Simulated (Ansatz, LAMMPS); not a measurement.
# Structural relaxation of InP with crystalline order left by the classical run (76 atoms), part 3 of 3

Wanted: the relaxed structure of InP with crystalline order left by the classical run (76 atoms) and its electronic structure.

Ansatz 0.2.0; Kohn-Sham DFT, PBE, PAW (set soft_2), plane waves.

The cell: 38 In and 38 P. The quench rate of 10 K/ps is many orders above laboratory rates. The network of bonds at the start is that of the classical potential that made the cell. Only the Γ point is sampled, in a cell whose shortest periodic width is 12 Å.

So far. Step 4 (Relaxation): The relaxation changed the energy by -133 meV/atom, and atoms moved by 1.0 Å r.m.s., 1.1 Å at most.

### 6. Single point at the relaxed geometry

One more single point at the end of the walk gives the fuller output and checks the residual forces.

File input.yaml:

```yaml
crystal:
  lattice:
    - [12.3838, 0.0, 0.0]
    - [0.0, 12.3838, 0.0]
    - [0.0, 0.0, 12.3838]
  atoms:
    - { symbol: In, position: [0.25703, 0.67914, 0.61196] }
    - { symbol: In, position: [0.15846, 0.02625, 0.3359] }
    - { symbol: In, position: [0.46812, 0.99619, 0.13744] }
    - { symbol: In, position: [0.63189, 0.74363, 0.02936] }
    - { symbol: In, position: [0.47535, 0.49207, 0.1162] }
    - { symbol: In, position: [0.57414, 0.15532, 0.39689] }
    - { symbol: In, position: [0.68126, 0.31426, 0.65916] }
    - { symbol: In, position: [0.52172, 0.07257, 0.76867] }
    - { symbol: In, position: [0.57774, 0.64516, 0.37754] }
    - { symbol: In, position: [0.15369, 0.52163, 0.34887] }
    - { symbol: In, position: [0.89491, 0.63432, 0.18384] }
    - { symbol: In, position: [0.00059, 0.79498, 0.4465] }
    - { symbol: In, position: [0.21225, 0.11413, 0.97475] }
    - { symbol: In, position: [0.04747, 0.36293, 0.08518] }
    - { symbol: In, position: [0.42264, 0.43116, 0.50379] }
    - { symbol: In, position: [0.78775, 0.47518, 0.92175] }
    - { symbol: In, position: [0.73208, 0.89417, 0.29507] }
    - { symbol: In, position: [0.787, 0.96008, 0.90707] }
    - { symbol: In, position: [0.20576, 0.59679, 0.9782] }
    - { symbol: In, position: [0.62853, 0.23137, 0.0299] }
    - { symbol: In, position: [0.52589, 0.5866, 0.76704] }
    - { symbol: In, position: [0.94737, 0.70972, 0.81421] }
    - { symbol: In, position: [0.0517, 0.86797, 0.07615] }
    - { symbol: In, position: [0.99537, 0.27951, 0.44525] }
    - { symbol: In, position: [0.3692, 0.33651, 0.85663] }
    - { symbol: In, position: [0.41702, 0.91327, 0.50579] }
    - { symbol: In, position: [0.84029, 0.55109, 0.55417] }
    - { symbol: In, position: [0.36204, 0.8371, 0.87417] }
    - { symbol: In, position: [0.10055, 0.43748, 0.71169] }
    - { symbol: In, position: [0.73546, 0.39106, 0.29204] }
    - { symbol: In, position: [0.83857, 0.05053, 0.55703] }
    - { symbol: In, position: [0.88936, 0.11737, 0.17918] }
    - { symbol: In, position: [0.94261, 0.20614, 0.82179] }
    - { symbol: In, position: [0.31808, 0.27542, 0.23866] }
    - { symbol: In, position: [0.68126, 0.80161, 0.64573] }
    - { symbol: In, position: [0.10681, 0.95583, 0.71082] }
    - { symbol: In, position: [0.26501, 0.18147, 0.59451] }
    - { symbol: In, position: [0.31125, 0.75609, 0.24149] }
    - { symbol: P, position: [0.13343, 0.62351, 0.78505] }
    - { symbol: P, position: [0.39769, 0.02443, 0.9428] }
    - { symbol: P, position: [0.18729, 0.70933, 0.41792] }
    - { symbol: P, position: [0.87763, 0.7398, 0.61967] }
    - { symbol: P, position: [0.29175, 0.86674, 0.68041] }
    - { symbol: P, position: [0.71427, 0.50235, 0.72853] }
    - { symbol: P, position: [0.34644, 0.94326, 0.31218] }
    - { symbol: P, position: [0.60366, 0.82908, 0.45656] }
    - { symbol: P, position: [0.66764, 0.4197, 0.09622] }
    - { symbol: P, position: [0.03315, 0.98357, 0.51786] }
    - { symbol: P, position: [0.56024, 0.26116, 0.83499] }
    - { symbol: P, position: [0.02675, 0.46512, 0.51964] }
    - { symbol: P, position: [0.81373, 0.14306, 0.98785] }
    - { symbol: P, position: [0.50116, 0.67837, 0.18912] }
    - { symbol: P, position: [0.87189, 0.23873, 0.62967] }
    - { symbol: P, position: [0.13931, 0.14547, 0.78238] }
    - { symbol: P, position: [0.55807, 0.77747, 0.83965] }
    - { symbol: P, position: [0.76596, 0.08351, 0.36641] }
    - { symbol: P, position: [0.98354, 0.89801, 0.88085] }
    - { symbol: P, position: [0.82185, 0.66351, 0.9907] }
    - { symbol: P, position: [0.92578, 0.82302, 0.25421] }
    - { symbol: P, position: [0.92041, 0.30317, 0.25322] }
    - { symbol: P, position: [0.08621, 0.0561, 0.14311] }
    - { symbol: P, position: [0.70805, 0.98786, 0.71885] }
    - { symbol: P, position: [0.35104, 0.4657, 0.3124] }
    - { symbol: P, position: [0.23906, 0.78441, 0.04859] }
    - { symbol: P, position: [0.66201, 0.93287, 0.10495] }
    - { symbol: P, position: [0.39732, 0.52327, 0.92795] }
    - { symbol: P, position: [0.19092, 0.21424, 0.40357] }
    - { symbol: P, position: [0.45362, 0.62215, 0.57686] }
    - { symbol: P, position: [0.5028, 0.18479, 0.2034] }
    - { symbol: P, position: [0.77282, 0.57958, 0.35797] }
    - { symbol: P, position: [0.29457, 0.36819, 0.66614] }
    - { symbol: P, position: [0.08249, 0.55041, 0.15562] }
    - { symbol: P, position: [0.24452, 0.30454, 0.04683] }
    - { symbol: P, position: [0.45389, 0.10142, 0.57341] }
    - { symbol: P, position: [0.60895, 0.34281, 0.46603] }
    - { symbol: P, position: [0.97609, 0.39405, 0.89304] }
kpoints:
  mp_grid: { grid: [1, 1, 1] }
hamiltonian:
  xc: pbe
scf:
  occupations: { method: fermi_dirac, width: 0.025 }
output:
  forces: true
  stress: true
  populations: true
  dos:
    method: { smearing: { sigma: 0.15 } }
    de: 0.1
    projected: { site_lists: { In: [In], P: [P] } }
  eigenvalues: true
  write_density: true
  write_potential: true
  volumetric_format: npy
  elf: true
```

The run is started by

```bash
$ ansatz run input.yaml --threads 4 --pin off --max-ram 8192MiB --backend cpu --events-out ev --progress --plain --runs-dir out
```

Numbers of over 12 decimals in the logs are rounded to 6 here.

What it wrote:

```text
[...]
Crystal: 76 atoms, lattice volume = 1899.161 Å³
Basis set: ecut = 420 eV, 37193 PW (Γ), exchange–correlation on 180×180×180 points (8 copies of the dense FFT grid, shifted against one another)
Bands: 418, of which v1, the nominal top of the filled ones, is band 342 counted from 1 (341 counted from 0)
Symmetry: 1 space group operations
[...]
k-points: 1
[...]
SCF iter   1: F=—  HF=-241430.041324 eV  |F-HF|=—  |Δ(HF+E_count)|=         —  Δρ=2.59e-3  dr2=2.19e-1  ethr=1.77e-3  ⟨swp⟩=7.0  Hψ=1626  notcnv=0  defer=50
[...]
SCF iter   8: F=-241430.014481 eV  HF=-241430.014481 eV  |F-HF|=5.24e-10  |Δ(HF+E_count)|=   5.50e-8  Δρ=5.42e-7  dr2=1.26e-8  ethr=1.46e-11  ⟨swp⟩=19.0  Hψ=3195  notcnv=0
SCF 1 converged in 8 iterations: F = -241430.014481 eV  dr2 = 1.26e-8
[...]
SCF converged after 8 iterations
Free energy (F): -241430.014481 eV
[...]
Internal energy: -241429.995387 eV  (E = F + TS)
E sigma→0 (E₀):  -241430.004934 eV
Entropy (-TS):   -0.019095 eV (-0.251 meV/atom)
Fermi energy:    7.263021 eV
[...]
--- Forces (eV/Å), atoms counted from 1 ---
  atom   1  In     0.01226706    -0.01237633     0.00741961
  atom   2  In     0.00054542    -0.00336424     0.01209777
  atom   3  In    -0.01531561    -0.00278464    -0.00728150
  atom   4  In    -0.00809936     0.00430906    -0.00831298
  atom   5  In     0.03564917     0.00311301    -0.01378512
  atom   6  In     0.00490414    -0.00016068     0.00537519
  atom   7  In     0.02028149     0.00647394     0.00074854
  atom   8  In     0.00605493     0.01011492    -0.00000218
  atom   9  In     0.03055936    -0.00065157    -0.00877104
  atom  10  In    -0.00461809    -0.00041751     0.00895001
  atom  11  In     0.01882135     0.00666519    -0.02087787
  atom  12  In     0.01406850     0.01247851    -0.01281006
  atom  13  In     0.01619650     0.02231706    -0.01259785
  atom  14  In     0.01291145     0.00631464     0.01205225
[...]
atom  75  P     -0.00384050     0.01379025    -0.00929268
  atom  76  P     -0.00162533     0.01033300    -0.02570008
  max |Σ_I F_I| component: 2.73e-5 eV/Å
--- Stress (GPa, compression-positive) ---
        1.594728       1.226347       4.268920
        1.226348       8.345188       0.673484
        4.268920       0.673484      -2.770948
  P = ⅓ Tr σ = 2.3897 GPa (23.897 kbar)
--- Band table (eV) ---
[...]
--- Löwdin populations: 76 sites ---
  site symbol       q [e]
     0     In     12.7135
     1     In     12.6970
     2     In     12.7068
[...]
75      P      5.2597
  spilling = 0.002619 (of n_electrons = 684.000000)
```

It took 31 s on 4 threads of Arm Neoverse V2, shared host; peak memory 2.5 GiB.

Read from the output:

| Item | Value |
| --- | --- |
| free energy | -241430.0145 eV |
| free energy per atom | -3176.7107 eV/atom |
| SCF cycles | 8 |
| pressure | 2.39 GPa |
| r.m.s. force component | 0.01202 eV/Å |
| longest force | 0.04472 eV/Å |
| Fermi energy | 7.263 eV |
| spacing of highest filled and lowest empty level | 0.1795 eV |
| levels partly filled by over 2 per cent | 2 |
| spilling of the projection | 0.002619 |

Löwdin charges by element (they lack the spilled electrons, 0.024 e an atom on average):

```
element  coordination  atoms  mean charge (e)  spread   least    most
     In           all     38            0.298  0.0218   0.258   0.339
      P           all     38           -0.251  0.0168  -0.269  -0.210
```

States in the cell by windows of 1 eV, zero at the Fermi level; the larger projections on atomic orbitals stand beside the total:

```
from (eV)  to (eV)  total   P p  In p  In s   P s   In d
      -16      -15    0.0   0.0   0.0   0.0   0.0    0.0
      -15      -14  372.9   1.9   0.6   0.1   2.6  367.5
      -14      -13    7.1   0.0   0.0   0.0   0.0    7.1
      -13      -12    0.0   0.0   0.0   0.0   0.0    0.0
      -12      -11    2.1   0.0   0.0   0.9   1.2    0.0
      -11      -10   33.6   1.1   8.0   5.8  17.6    1.0
      -10       -9   36.7   0.6   8.9   2.2  23.1    1.7
       -9       -8    3.6   0.0   0.7   0.2   2.5    0.2
       -8       -7    0.0   0.0   0.0   0.0   0.0    0.0
       -7       -6    3.2   1.5   0.1   1.5   0.1    0.0
       -6       -5   42.3  18.9   3.6  17.0   2.3    0.2
       -5       -4   19.8   8.9   2.3   6.3   2.1    0.1
       -4       -3   28.3  15.9   9.3   1.7   1.0    0.2
       -3       -2   41.2  26.0  10.0   2.6   2.0    0.4
       -2       -1   56.0  40.4  13.1   1.0   0.7    0.5
       -1        0   36.2  27.0   5.5   1.8   1.3    0.3
        0        1    9.7   4.9   2.3   1.7   0.5    0.1
        1        2   33.9   9.6  10.2   9.4   3.1    0.1
        2        3   28.8   8.4   8.6   6.6   2.7    0.1
        3        4   48.5  11.4  22.2   4.7   3.4    0.1
```

The levels nearest the highest filled one (over half full), pooled over k-points and spins:

```
level less the highest filled one (eV)  occupation
                                -0.212           2
                                -0.199           2
                                -0.181           2
                               -0.0478        1.99
                               -0.0447        1.99
                                     0        1.94
                                 0.179       0.049
                                 0.194       0.028
                                 0.480           0
                                  1.02           0
                                  1.12           0
                                  1.14           0
```

Electrostatic potential energy in the ac plane at fractional y = 0.634, with atoms of In and P within 0.2 Å of it. With pseudopotentials it is smooth inside the atoms' cores, unlike the true potential.

Values in eV, 13 rows by 16 columns, each cell a mean:
```
 11   8 -10 -28  -6   9  10  11  11  10   9   9  -9 -22   3  10
  8   6   0   3   8  10  10   9   7   9  11  11  10   8   5   3
  5 -20 -33  -2  11  11  10  -2 -20  -4   9  11  11   9   1  -5
  9  -3 -12   4   7  10   9   0 -16  -2   9  11  11  10   8   8
 11  11   7 -10 -20   2   1 -10   4   9  10  10  10   8   8  11
 11  11   8  -7 -16   2 -16 -35  -7  10  11  10   6  -1   5  10
 11  11   9   7   8  10   6  -1   5   6   9  10   8   5   8  10
 11  10   3   2   9  11  11   8 -15 -28  -6   6  -1   7  10  11
 11   9   7   7  10  10  11   8 -14 -28  -6   2 -14   3  10  10
 10  10  10  10   9   9  10   4   0   6   9  10   7   0 -10   2
  7   6   9  11  10  10   9 -13 -23   6  11  11   8 -19 -35 -15
  9   7   9   9  10  11  10   6   4   9   9  10   9  -1 -10   2
 11   9  -3 -16   0  10  11  11  10   8   7   8  -8 -20   3  11
```
Columns run along a (12.4 Å; values clipped at the 3rd and 97th percentile), rows up along c (12.4 Å). Atoms in or near the plane, at fractional coordinates: In at (0.58, 0.38), In at (0.89, 0.18), P at (0.13, 0.79), P at (0.45, 0.58).

Valence density in the ac plane at fractional y = 0.634, with atoms of In and P within 0.2 Å of it. It is the smooth field of the valence electrons, not physical close to the nuclei.

Ten steps, logarithmic in the rise over the least value, from '0' (0 e/Å³) to '9' (11 e/Å³), each cell a mean:
```
00012578742111100000000112343343200
00012356532111111000000001233332110
11122333211011111111100000112222111
22234433100000111232210000000112333
23342343200000013565321000000012343
22343343210000013676421000000011222
11233333211000113455311000000011111
00112223333211223322110000001111110
00000124665322334432100000011222110
00000124676433432432100000112333210
00000113443223433432100000123332210
00000112221112333321100000012221100
00011222210000112222221101111110000
00012333210000001246764222222210000
00012333210000001368986333343210000
00012222210000001257875333443321000
00001111100000001234442222333221100
00011000000000112333211001122234321
11111100000011123443210000012478752
22222110000001234443210000013689963
22222110000000123433210000012467752
11222111100000012222110000112333321
00111233321000000011111111233432110
00012467642100000000011112343343200
```
Columns run along a (12.4 Å), rows up along c (12.4 Å). Atoms in or near the plane, at fractional coordinates: In at (0.58, 0.38), In at (0.89, 0.18), P at (0.13, 0.79), P at (0.45, 0.58).

Mean Löwdin charges: In +0.30, P -0.25 e. Charges this small depend on the projection, at times even in sign. Within 0.4 eV of the Fermi level the largest share is P p (71 % of the projected weight).

A closer look about P51, picked at random: 15 atoms, nearest first, numbered in the order of the input, with positions taken from that point.

```
atom      x      y      z  distance (Å)  bonds  Löwdin charge (e)
 P51   0.00   0.00   0.00          0.00      4              -0.21
In18  -0.33  -2.27  -1.00          2.50      4               0.34
In32   0.94  -0.32   2.37          2.57      4               0.33
In20  -2.29   1.09   0.52          2.59      4               0.30
In33   1.60   0.78  -2.06          2.72      4               0.27
 P65  -1.88  -2.60   1.45          3.52      4              -0.27
 P76   2.01   3.11  -1.17          3.88      4              -0.26
 P57   2.10  -3.03  -1.33          3.92      4              -0.26
 P49  -3.14   1.46  -1.89          3.95      4              -0.26
 P61   3.37  -1.08   1.92          4.03      4              -0.26
 P60   1.32   1.98   3.29          4.06      4              -0.22
 P62  -1.31  -1.92  -3.33          4.06      4              -0.22
 P47  -1.81   3.43   1.34          4.10      4              -0.26
In14   2.89   2.72   1.21          4.15      4               0.28
In16  -0.32   4.11  -0.82          4.21      4               0.30
```

The column of bonds counts only the pairs In-P within 3.27 Å; other neighbours, such as metal atoms beside each other in a compound, aren't counted, and periodic images can show an atom twice.

### 7. A changed input

The input is spoilt on purpose; the run shows how that looks.

This step: Kohn-Sham DFT, PBE, PAW (set soft_2), localised support functions (medium) (Ansatz 0.2.0).

File input.yaml:

```yaml
crystal:
  lattice:
    - [12.3838, 0.0, 0.0]
    - [0.0, 12.3838, 0.0]
    - [0.0, 0.0, 12.3838]
  atoms:
    [... the 76 atom lines of step 3 ...]
kpoints:
  mp_grid: { grid: [1, 1, 1] }
hamiltonian:
  xc: pbe
scf:
  occupations: { method: fermi_dirac, width: 0.025 }
  eigensolver: { kind: { support_functions: { accuracy: medium, spacing: 0.45 } } }
  max_iter: 100
output:
  forces: true
```

What it wrote:

```text
Warning: scf.eigensolver.kind.support_functions: disabling space-group detection — the functions' gradient is summed over unrotated k-points, so no spatial operation reduces the k-mesh or symmetrises the density; time reversal is kept, so that k and −k are solved as one point where they differ and the mesh holds both, and exact exchange and, on two spinor components, a DFT+U term hold to it where the run has them: [...]
settings of this run that can trade accuracy for cost: scf.eigensolver.kind.support_functions [...]
[...]
Crystal: 76 atoms, lattice volume = 1899.161 Å³
Basis set: ecut = 420 eV, 37193 PW (Γ), exchange–correlation on 180×180×180 points (8 copies of the dense FFT grid, shifted against one another)
Bands: 411, of which v1, the nominal top of the filled ones, is band 342 counted from 1 (341 counted from 0)
Symmetry: 1 space group operations
k-points: 1
[...]
SCF iter   1: F=—  HF=-241261.921361 eV  |F-HF|=—  |Δ(HF+E_count)|=         —  Δρ=4.86e-2  dr2=3.83e1  ethr=1.00e-1
[...]
SCF iter  10: F=-241302.181367 eV  HF=-241302.181367 eV  |F-HF|=9.88e-8  |Δ(HF+E_count)|=   2.93e-3  Δρ=4.83e-6  dr2=6.45e-7  ethr=6.73e-10
SCF 1 converged in 10 iterations: F = -241302.218240 eV  dr2 = 6.45e-7
[...]
SCF converged after 10 iterations
Stability not checked: this state was not tested for a lower state beside it, because the mixer in use, unlike msr1, does not test its closes by its own steps (another_mixer; see scf.mixing.algorithm and scf.lower_state_search)
Free energy (F): -241302.218240 eV
[...]
Internal energy: -241302.119189 eV  (E = F + TS)
E sigma→0 (E₀):  -241302.168715 eV
Entropy (-TS):   -0.099051 eV (-1.303 meV/atom)
Fermi energy:    7.166252 eV
[...]
--- Forces (eV/Å), atoms counted from 1 ---
  atom   1  In     2.30839632    -2.25956095     1.59594586
  atom   2  In     2.02741000    -1.75954843    -0.59050796
  atom   3  In     0.84409468     2.55000154     1.91610046
  atom   4  In     1.36000424     2.48091279     2.41129140
  atom   5  In    -1.31789062    -2.75675558    -2.13329935
  atom   6  In    -0.47232417    -3.31060869    -0.90931805
  atom   7  In    -2.49755993    -0.34376591    -1.10358291
  atom   8  In     1.16231140    -0.69315167     1.38406721
  atom   9  In    -2.55861456     3.08766178    -0.92584414
  atom  10  In     2.20148137    -2.53852315    -2.15347863
  atom  11  In     2.82645479     2.60522854     2.77530846
  atom  12  In    -0.07385744    -1.96759487    -2.19304208
  atom  13  In    -2.84347882     2.82027683    -1.79949360
  atom  14  In    -2.88635963     1.87694698    -0.16990273
[...]
atom  75  P     -0.03791187     0.18850043    -0.26176993
  atom  76  P      0.30010806     0.11533457    -0.07971077
  max |Σ_I F_I| component: 7.46e0 eV/Å
--- Band table (eV) ---
[...]
guard bands above this table: 60 of the run's 411 bands (output.publish_guard_bands: true publishes all)
[...]
```

Elapsed: 41 s, on 4 threads; peak memory 2.1 GiB.

The program notes that the band table was not solved further than the SCF left it, the forces don't sum to zero within tolerance, the grid leaves an egg-box force and it switched symmetry off.

The SCF closed, but on a changed input, so its numbers are not taken as the system's.

The fault in the input: a grid far too coarse (support_functions.accuracy = "medium" and support_functions.spacing = 0.45). The fix is to leave the spacing at the level's default.

Against the single point at the start:

```
r.m.s. difference of force components : 1543 meV/Å
longest difference of force vectors   : 5109 meV/Å
force difference over r.m.s. force    : 760 %
energy difference                     : 1548 meV/atom
```

### 8. Outcome

| Property | Result |
| --- | --- |
| energy change in the relaxation | -133.4 meV/atom |
| r.m.s. displacement | 1.007 Å |
| largest displacement | 1.146 Å |
| free energy per atom | -3176.7107 eV/atom |
| pressure | 2.39 GPa |
| r.m.s. force component | 0.01202 eV/Å |
| spacing of highest filled and lowest empty level | 0.1795 eV |
| wall time of the 4 DFT runs | 4.6 min |

What this shows: Relaxation lowers the energy by 133 meV/atom and moves atoms by 1.0 Å r.m.s.; the r.m.s. force component goes from 0.20 to 0.012 eV/Å, the pressure goes from -0.69 to 2.4 GPa. By the final cutoffs 1 of 117 bonded pairs parted and 36 joined. From the first step to the last the energy fell by 10.141 eV, and the largest move was 1.15 Å (P52, with 1 other atom within 2 % of it). The In-P bonds go from 2.601 Å (spread 0.110) to 2.606 Å (spread 0.093), and their number from 117 to 152. By these cutoffs all In atoms have 4 and all P atoms have 4 bonded neighbours. The highest filled and lowest empty levels lie 0.179 eV apart (at Γ alone), but 2 levels are partly filled, by over 2 %, under the smearing.

**Limits.** The starting topology of bonds comes from the classical model; in DFT 1 of its 117 bonded pairs passed out of the cutoffs and 36 came within them. The stress is far from hydrostatic: its diagonal is 1.6, 8.3, -2.8 GPa, compression counted positive. The pressure of 2.4 GPa says that the cell would expand at this level of theory.

[Logs are printed without paths, hosts, clocks, repeated set-up lines and the standing remarks that a program may print on its own settings, such as how far it seeks lower states.]

[Hosts, paths, dates, database ids (printed as entryN), source tags and the programs' standing remarks are cut or masked in the printed files.]
